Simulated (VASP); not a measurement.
Wanted: the native input for a VASP 6.6.1 run.

- Task: single point
- Functional: LDA
- Potentials or basis: VASP PAW LDA potentials, release 64 (Al, As, Ga_d)
- Cutoff: 520 eV
- k mesh: 6 × 6 × 4
- Occupations: fermi-dirac, width 0.02 eV
- Spin: no spin polarisation
- Dipole correction: no
- Further INCAR settings: ALGO = Normal; EDIFF = 1e-06; NBANDS = 21

The structure of AlGaAs2 lies in POSCAR:

```
AlGaAs2
1.0
    3.7467262915      0.0000000000      0.0000000000
    0.0000000000      3.7467262915      0.0000000000
    0.0000000000      0.0000000000      5.2999953507
Al As Ga
1 2 1
Direct
    0.0000000000      0.0000000000      0.0000000000
    0.0000000000      0.0000000000      0.5000000000
    0.5000000000      0.5000000000      0.0000000000
    0.5000000000      0.5000000000      0.5000000000
```

The cell was built by a generator and needn't be a form met in nature.

One way to write it, as run:

INCAR

```
PREC = Accurate ; ENCUT = 520
EDIFF = 1E-6 ; ISMEAR = -1
SIGMA = 0.02 ; LREAL = False
LASPH = True ; NELM = 100
ALGO = Normal ; ISIF = 2
LWAVE = False ; LCHARG = False
GGA = CA ; NBANDS = 21
```

KPOINTS

```
Automatic mesh
0
Gamma
  6 6 4
```

Potentials or basis: VASP PAW LDA potentials, release 64 (Al, As, Ga_d).

Command:

```bash
$ cat potpaw_LDA.64/Al/POTCAR potpaw_LDA.64/As/POTCAR potpaw_LDA.64/Ga_d/POTCAR > POTCAR
$ mpirun -np 1 vasp_std > vasp.out
```

Results of the run:

```
Pressure               : -2.8 GPa
Band gap on the k mesh : none (metal or under the smearing width)
```

Wall time 27 s on 1 thread of AMD EPYC 7R13 Processor (Zen 3), with other jobs on the host, peak memory 0.15 GiB.
